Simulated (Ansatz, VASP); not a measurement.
# AlN in VASP and in Ansatz

INCAR

```
ALGO = Normal ; EDIFF = 1E-7
ENCUT = 520 ; GGA = PE
ISIF = 2 ; ISMEAR = 0
LASPH = True ; LCHARG = False
LREAL = False ; LWAVE = False
NBANDS = 11 ; NELM = 60
PREC = Accurate ; SIGMA = 0.05
```

KPOINTS

```
k-points
0
Gamma
  10 10 10
```

Contents of POSCAR:

```
AlN
1.0
    0.0000000000      2.1685632977      2.2346109109
    2.1685632977      0.0000000000      2.2346109109
    2.1685632977      2.1685632977      0.0000000000
Al N
1 1
Direct
    0.0000000000      0.0000000000      0.0000000000
    0.7500000000      0.7500000000      0.7500000000
```

Input for Ansatz:

```yaml
crystal:
  lattice:
    - [0.0, 2.1685632977, 2.2346109109]
    - [2.1685632977, 0.0, 2.2346109109]
    - [2.1685632977, 2.1685632977, 0.0]
  atoms:
    - { symbol: Al, position: [0.0, 0.0, 0.0] }
    - { symbol: "N", position: [0.75, 0.75, 0.75] }
basis:
  ecutwfc: 420
kpoints:
  mp_grid: { grid: [10, 10, 10] }
hamiltonian:
  xc: pbe
scf:
  occupations: { method: gaussian, width: 0.05 }
output:
  forces: true
  stress: true
  eigenvalues: true
```

Change from the starting cell: strain -0.015 along x and y, +0.015 along z, atoms carried along.

Alike in both runs: task single point; functional PBE; k mesh 10 × 10 × 10; occupations gaussian, width 0.05 eV; no spin polarisation.

|  | VASP | Ansatz |
| --- | --- | --- |
| version | VASP 6.6.1 | Ansatz 0.2.0 |
| potentials or method | VASP PAW PBE potentials, release 64 (Al, N) | scalar-relativistic, plane waves, PAW |
| plane-wave cutoff (eV) | 520 | 420 |
| valence electrons in the cell | 8 | 8 |

|  | VASP | Ansatz | Ansatz less VASP |
| --- | --- | --- | --- |
| gap on the k mesh at the Fermi level (eV) | 3.23 | 3.23 | +0.007 |
| least direct gap on the mesh (eV) | 4.07 | 4.06 | -0.009 |
| pressure (GPa) | 2.7 | 3.0 | +0.27 |
| largest component of the traceless stress (GPa) | 2.91 | 2.89 | -0.020 |

With one functional, cell and mesh, what is left measures potentials, basis and numerics.

A k mesh can miss the band edges.
